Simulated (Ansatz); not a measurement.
All numbers below come from Ansatz, DFT, revPBE, plane waves (420 eV) with PAW, scalar-relativistic. (PAW data from PBE, frozen cores regenerated.)

An element in the omega (AlB2-type) structure gives this curve. The cell is scaled uniformly from the relaxed one, with fractional coordinates and shape fixed. Energies are extrapolated to zero smearing, pressures are those at the given smearing. Magnetic state: spin not included.

```tsv
V (Å³/atom)	E − E₀ (meV/atom)	P (GPa)
34.875	14.8	1.12
36.461	6.2	0.68
38.046	1.5	0.32
39.631	0.0	0.02
41.216	1.2	-0.23
42.802	4.7	-0.44
44.387	10.1	-0.61
```

**Question.** Which element is it?
A. lead
B. sodium
C. bismuth
D. calcium

**Answer.** B. Its fit is V₀ = 39.65 Å³/atom, B₀ = 6.8 GPa, B₀′ = 3.6.
